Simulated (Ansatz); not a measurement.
# LiF: energy less free atoms and pressure against volume per atom

Results calculated with Ansatz 0.2.0, not measured. Periodic Kohn-Sham DFT of a crystal at fixed atoms; pressure and stress are positive in compression; the energy is the free energy less that of spherical unpolarised free atoms; site moments are those in the method's own spheres, positive along +z.

Cell of the first row (space group Fm-3m, No. 225):
```
LiF
1.0
      0.0000     1.9729     1.9729
      1.9729     0.0000     1.9729
      1.9729     1.9729     0.0000
Li F
1 1
Direct
  0.00000 0.00000 0.00000
  0.50000 0.50000 0.50000
```

Settings of every row: method all-electron LAPW; functional LDA; relativity scalar; k mesh 10x10x10; filling fermi-dirac; smearing width 0.03 eV; basis error target 1 meV/atom; nucleus gaussian.

Atom start moment: 0 on all atoms.

```
row  volume per atom (Å³)  energy less free atoms (eV/atom)  pressure (GPa)
  1                 7.679                           -5.2492          -2.221
  2                 7.761                           -5.2479          -3.018
  3                 7.842                           -5.2461          -3.771
  4                 8.006                           -5.2416          -5.153
  5                 8.087                           -5.2388          -5.787
  6                 8.169                                 ?               ?
  7                 8.251                           -5.2323           -6.95
  8                 8.333                           -5.2286          -7.483
  9                 8.496                           -5.2205          -8.462
 10                 8.578                            -5.216           -8.91
 11                 8.659                           -5.2114          -9.333
```

Question: what energy less free atoms and pressure should row 6 give?

Worked fit of energy less free atoms. Take u = (V_r/V)^(2/3) − 1 with V_r = 8.169 Å³ an atom, which is twice the finite (Eulerian) strain; such expansions in the strain, on which the Birch-Murnaghan equation of state is built, carry the rest volume and the bulk modulus. The shown rows have u = 0.0421, 0.03475, 0.02761, 0.01353, 0.00675, -0.00664, -0.01316, -0.02583, -0.03204, -0.03809. Least squares give energy less free atoms = −5.23571 − 0.4874 × u + 3.96 × u² eV/atom; a straight line predicts inner rows, each left out in turn, worse (root mean square 0.0022 against 3.5e-05 eV/atom). All shown rows lie on it to the printed digit. The withheld row has u = 0, so the fit gives −5.23571 − 0.4874 × (0) + 3.96 × (0)² = -5.2357 eV/atom.

The calculation gave -5.2357 eV/atom. The fit meets it to the printed digit.

Worked fit of pressure. Take u = (V_r/V)^(2/3) − 1 with V_r = 8.169 Å³ an atom, which is twice the finite (Eulerian) strain; such expansions in the strain, on which the Birch-Murnaghan equation of state is built, carry the rest volume and the bulk modulus. The shown rows have u = 0.0421, 0.03475, 0.02761, 0.01353, 0.00675, -0.00664, -0.01316, -0.02583, -0.03204, -0.03809. Least squares give pressure = −6.3836 + 87.087 × u + 266.68 × u² + 335 × u³ GPa; a parabola predicts inner rows, each left out in turn, worse (root mean square 0.0054 against 0.0032 GPa). The rows lie off it by -0.001, 0.003, -0.002, 0.003, -0.003, 0.000, 0.001, -0.001, 0.001, -0.001. The withheld row has u = 0, so the fit gives −6.3836 + 87.087 × (0) + 266.68 × (0)² + 335 × (0)³ = -6.384 GPa.

The calculation gave -6.385 GPa. The fit lies 0.001 GPa (0.014 % of the column's range) above it, one unit of the last digit.
